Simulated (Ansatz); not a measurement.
Crystal: HgSe.

```xyz
2
Lattice="0.0000 3.0390 3.0390 3.0390 0.0000 3.0390 3.0390 3.0390 0.0000" Properties=species:S:1:pos:R:3 pbc="T T T"
Hg    0.0000    0.0000    0.0000
Se    4.5585    4.5585    4.5585
```

- Program: Ansatz 0.2.0
- Task: relaxation of cell and atoms
- Functional: HF
- Potentials or basis: Ansatz PAW
- Cutoff: 420 eV (not typed: the program's choice for these potentials)
- k mesh: 4 × 4 × 4
- Occupations: fermi-dirac, width 0.05 eV
- Spin: no spin polarisation

At the start: volume 28.07 Å³/atom.

Q: Where does the relaxation end?

A: It ends after 5 steps and the volume is 31.49 Å³/atom (+12.2 %); space group F-43m (No. 216, to 0.05 Å).

The path:
```
step  energy change (eV)  largest force (eV/Å)  volume (Å³)
   1              0.0000                0.0000        56.13
   2             -0.1175                0.0000        64.75
   3             -0.1269                0.0000        63.32
   4             -0.1278                0.0000        62.97
   5             -0.1428                0.0000        62.97
```

Final structure:
```
CELL_PARAMETERS angstrom
0.00000 3.15771 3.15771
3.15771 0.00000 3.15771
3.15771 3.15771 0.00000
ATOMIC_POSITIONS crystal
Hg 0.00000 0.00000 0.00000
Se 0.75000 0.75000 0.75000
```

Caveat: the k mesh is coarse (spacing up to 0.45 Å⁻¹), so the values aren't converged, least of all with exact exchange; the plane-wave basis is chosen anew once the cell has moved, so the energies of steps on either side of that aren't comparable; the pressure holds a Pulay correction of +0.3 GPa for the finite cutoff; the volume moved by +12 % from the deposited cell, more than functionals usually miss; the PAW data sets come from PBE, with cores solved anew for the run's functional, which leaves a small shift of forces and pressure.
